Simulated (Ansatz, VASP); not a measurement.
**HfO2: VASP beside Ansatz**

INCAR

```
  PREC = Accurate
  ENCUT = 520
  EDIFF = 1E-8
  ISMEAR = 0
  SIGMA = 0.01
  LREAL = F
  LASPH = T
  NELM = 100
  ALGO = Normal
  ISIF = 2
  LWAVE = F
  LCHARG = F
  GGA = PS
  LEFG = T
  NBANDS = 56
```

Contents of KPOINTS:

```
Automatic mesh
0
Gamma
  6 6 6
```

The input POSCAR:

```
HfO2
1.0
    5.0959284561      0.0000000000     -0.0127880011
    0.0000000000      5.1767654625      0.0000000000
   -0.8679875848      0.0000000000      5.1992140936
Hf O
4 8
Direct
    0.2771437132      0.0429726381      0.2081742090
    0.7228562868      0.5429726381      0.2918257910
    0.7228562868      0.9570273619      0.7918257910
    0.2771437132      0.4570273619      0.7081742090
    0.4471517199      0.7581645475      0.4799675870
    0.5528482801      0.2581645475      0.0200324130
    0.5528482801      0.2418354525      0.5200324130
    0.4471517199      0.7418354525      0.9799675870
    0.0711581975      0.3372019013      0.3409903842
    0.9288418025      0.8372019013      0.1590096158
    0.9288418025      0.6627980987      0.6590096158
    0.0711581975      0.1627980987      0.8409903842
```

Input for Ansatz:

```yaml
crystal:
  lattice:
    - [5.0959284561, 0.0, -0.0127880011]
    - [0.0, 5.1767654625, 0.0]
    - [-0.8679875848, 0.0, 5.1992140936]
  atoms:
    - { symbol: Hf, position: [0.2771437132, 0.0429726381, 0.208174209] }
    - { symbol: Hf, position: [0.7228562868, 0.5429726381, 0.291825791] }
    - { symbol: Hf, position: [0.7228562868, 0.9570273619, 0.791825791] }
    - { symbol: Hf, position: [0.2771437132, 0.4570273619, 0.708174209] }
    - { symbol: O, position: [0.4471517199, 0.7581645475, 0.479967587] }
    - { symbol: O, position: [0.5528482801, 0.2581645475, 0.020032413] }
    - { symbol: O, position: [0.5528482801, 0.2418354525, 0.520032413] }
    - { symbol: O, position: [0.4471517199, 0.7418354525, 0.979967587] }
    - { symbol: O, position: [0.0711581975, 0.3372019013, 0.3409903842] }
    - { symbol: O, position: [0.9288418025, 0.8372019013, 0.1590096158] }
    - { symbol: O, position: [0.9288418025, 0.6627980987, 0.6590096158] }
    - { symbol: O, position: [0.0711581975, 0.1627980987, 0.8409903842] }
basis:
  ecutwfc: 420
kpoints:
  mp_grid: { grid: [6, 6, 6] }
hamiltonian:
  xc: pbesol
scf:
  occupations: { method: fixed }
output:
  forces: true
  stress: true
  eigenvalues: true
  efg: {}
checkpoint:
  read: start.run
  write: ck
  compress: false
  write_wavefunctions: false
  write_every: 100000
```

Alike in both runs: task electric field gradients; functional PBEsol; k mesh 6 × 6 × 6; no spin polarisation.

|  | VASP | Ansatz |
| --- | --- | --- |
| version | VASP 6.6.1 | Ansatz 0.2.0 |
| potentials or method | VASP PAW PBE potentials, release 64 (Hf_pv, O) | scalar-relativistic, plane waves, PAW |
| plane-wave cutoff (eV) | 520 | 420 |
| occupations | gaussian, width 0.01 eV | fixed |
| valence electrons in the cell | 88 | 152 |

Ansatz gave:

```
gap on the k mesh at the Fermi level (eV)                      : 3.97
least direct gap on the mesh (eV)                              : 4.06
pressure (GPa)                                                 : 0.0
largest component of the traceless stress (GPa)                : 0.00
rms of the force components (eV/Å)                             : 0.000
Vzz of the field gradient on the site that differs most (V/Å²) : 125.4
```

Problem. What did VASP give for the same quantities?

Solution. gap on the k mesh at the Fermi level (eV): 3.93; least direct gap on the mesh (eV): 4.03; pressure (GPa): -3.0; largest component of the traceless stress (GPa): 0.18; rms of the force components (eV/Å): 0.032; Vzz of the field gradient on the site that differs most (V/Å²): 104.9.

Atom by atom the forces differ by 0.032 eV/Å (rms over components). The two sets of potentials don't hold the same shells in valence. Ansatz warned: «gradients_without_spin_orbit».

Caveats: the PAW data sets were made with another functional, which shifts forces and pressure a little (VASP); spin-orbit coupling is left out, which moves the levels of the heavy elements. A k mesh can miss the band edges.
